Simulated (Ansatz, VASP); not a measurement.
One calculation of In3Se, two programs

```xyz
4
Lattice="4.8038 0.0000 0.0000 0.0000 4.8038 0.0000 0.0000 0.0000 4.8038" Properties=species:S:1:pos:R:3 pbc="T T T"
In    0.0000    2.4019    2.4019
In    2.4019    0.0000    2.4019
In    2.4019    2.4019    0.0000
Se    0.0000    0.0000    0.0000
```

The cell comes from a database or a generator and needn't be the stable form of this composition.

Alike in both runs: task single point; functional PBEsol; k mesh 10 × 10 × 10; occupations gaussian, width 0.1 eV; no spin polarisation.

|  | VASP | Ansatz |
| --- | --- | --- |
| version | VASP 6.6.1 | Ansatz 0.2.0 |
| potentials or method | VASP PAW PBE potentials, release 64 (In_d, Se) | scalar-relativistic, plane waves, PAW |
| plane-wave cutoff (eV) | 520 | 420 |
| valence electrons in the cell | 45 | 55 |

|  | VASP | Ansatz | Ansatz less VASP |
| --- | --- | --- | --- |
| gap on the k mesh at the Fermi level (eV) | none | none | - |
| pressure (GPa) | -3.0 | -3.0 | +0.03 |

A gap of «none» marks a metal or a gap that the smearing closes. The two sets of potentials don't hold the same shells in valence.

Caveats: the PAW data sets were made with another functional, which shifts forces and pressure a little (VASP).
